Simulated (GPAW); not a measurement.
Ni in GPAW: the effect of dispersion

Ni:

```
Ni
1.0
     0.00000    1.73757    1.73757
     1.73757    0.00000    1.73757
     1.73757    1.73757    0.00000
Ni
1
Direct
  0.00000 0.00000 0.00000
```

Alike in all runs:

- Program: GPAW 26.7.0
- Task: relaxation of cell and atoms
- Functional: PBE
- Potentials or basis: GPAW PAW data sets (gpaw-data 1.2.1)
- Cutoff: 600 eV
- Basis: pw
- k mesh: 10 × 10 × 10
- Occupations: fermi-dirac, width 0.05 eV
- Spin: collinear spin, ferromagnetic start
- Starting moments: [1.0] μB

Each run relaxes the cell or the atoms first.

Task: One run gave: relaxed volume 11.00 Å³/atom. Which dispersion did it use?
A. D3(BJ)
B. D4
C. none

Result: C.

| dispersion | relaxed volume (Å³/atom) |
| --- | --- |
| none | 11.00 |
| D3(BJ) | 10.66 |
| D4 | 10.70 |

Caveats: each step starts from the last one's moments, so a moment once lost doesn't come back; the stock nickel data set gives pressures a few GPa off other programs; later steps reuse the first step's grids; pairwise dispersion overbinds metals, which lowers pressure and volume (some runs).
